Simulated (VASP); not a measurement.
Input of a VASP 6.6.1 run:

File INCAR:

```
  ALGO = Normal
  EDIFF = 1E-7
  ENCUT = 520
  GGA = PE
  ISIF = 2
  ISMEAR = -1
  LASPH = T
  LCHARG = F
  LREAL = F
  LWAVE = F
  NBANDS = 16
  NELM = 60
  PREC = Accurate
  SIGMA = 0.05
```

The input KPOINTS:

```
k-points
0
Gamma
  9 9 9
```

POSCAR

```
AlRu
1.0
    2.9916000000      0.0000000000      0.0000000000
    0.0000000000      2.9916000000      0.0000000000
    0.0000000000      0.0000000000      2.9916000000
Ru Al
1 1
Direct
    0.5000000000      0.5000000000      0.5000000000
    0.0000000000      0.0000000000      0.0000000000
```

Potentials or basis: VASP PAW PBE potentials, release 64 (Ru_pv, Al).

Run with:

```sh
$ cat potpaw_PBE.64/Ru_pv/POTCAR potpaw_PBE.64/Al/POTCAR > POTCAR
$ mpirun -np 1 vasp_std > vasp.out
```

(1) What does it give for the band gap on the k mesh?

(2) Estimate the pressure.

Answers

(1) none (metal or under the smearing width).

(2) 2.5 GPa.
